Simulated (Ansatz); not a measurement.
# W4C: the cost of one run

Computed with Ansatz 0.2.0 (DFT PBE, scalar-relativistic, plane waves, PAW, unless a step's input says otherwise).

4 further runs of the same task are left out: 4 set aside as unsound or not needed. Runs told in other sessions of the task aren't counted.

## (1) The starting structure

It takes space group Pm (No. 6, monoclinic). The conventional cell has a = 2.855 Å, b = 4.037 Å, c = 20.957 Å, α = 90.00°, β = 90.00°, γ = 90.00°. W (site symmetry m) has 7 W at 2.84 to 2.85 Å in its first shell of neighbours. W (site symmetry m) has 11 W at 2.53 to 2.85 Å in its first shell of neighbours. W (site symmetry m) has 11 W at 2.71 to 2.85 Å in its first shell of neighbours. Around W (site symmetry m) lie 1 C at 2.05 Å. C (site symmetry m) has 1 W at 2.05 Å in its first shell of neighbours.

As a file:

```cif
data_structure
_symmetry_space_group_name_H-M 'P 1'
_symmetry_Int_Tables_number 1
_cell_length_a 2.8547
_cell_length_b 4.0372
_cell_length_c 20.9570
_cell_angle_alpha 90.000
_cell_angle_beta 90.000
_cell_angle_gamma 90.000
_cell_volume 241.53
loop_
_atom_site_label
_atom_site_type_symbol
_atom_site_fract_x
_atom_site_fract_y
_atom_site_fract_z
_atom_site_occupancy
W1 W 0.50000 0.50000 0.19087 1
W2 W 0.00000 0.00000 0.25898 1
W3 W 0.50000 0.50000 0.32624 1
W4 W 0.00000 0.00000 0.37968 1
C1 C 0.33333 0.00000 0.46653 1
```

This is the geometry of the first run shown, built on a cell relaxed beforehand with the same method.

## (2) What is varied

Atoms count from 1 in the order of the input.

C is moved along a line over the surface and along the normal, above a rigid substrate.

First coordinate, position of C5 along the first surface vector, from above W4: 6 values from 0.00 to 2.38 Å, periodic. Second coordinate, height of C5 above the plane of W4: 7 values from 1.47 to 4.13 Å.

Nothing else is relaxed. Points are written as (first, second).

## (3) Grid point (0.95 Å, 1.82 Å)

The cell repeats along c, and a dipole correction in the vacuum removes the field between the copies.

The input, input.yaml:

```yaml
crystal:
  lattice:
    - [2.8547213223, 0.0, 0.0]
    - [0.0, 4.0371856108, 0.0]
    - [0.0, 0.0, 20.9570327682]
  atoms:
    - { symbol: W, position: [0.5, 0.5, 0.190866715] }
    - { symbol: W, position: [0.0, 0.0, 0.258975625] }
    - { symbol: W, position: [0.5, 0.5, 0.326241734] }
    - { symbol: W, position: [0.0, 0.0, 0.3796831763] }
    - { symbol: C, position: [0.3333333333, 0.0, 0.4665275317], spin: 2.0 }
basis:
  ecutwfc: 420
kpoints:
  mp_grid: { grid: [9, 7, 1] }
hamiltonian:
  xc: pbe
  pseudopotentials: { kind: paw, azcp: { folder: soft_1 } }
scf:
  occupations: { method: gaussian, width: 0.1 }
output:
  forces: true
  eigenvalues: true
  populations: true
magnetization:
  spin_polarized: true
efield:
  axis: 3
  dipole_correction: true
  ramp_width: 0.04
```

Started as:

```
> ansatz run input.yaml --threads 1 --pin off --max-ram 3072MiB --backend cpu --events-out ev --progress --plain --runs-dir out
```

What time and memory should one allow on 1 thread of Arm Neoverse V1, shared host?

About 89 s, with a peak of 0.57 GiB.
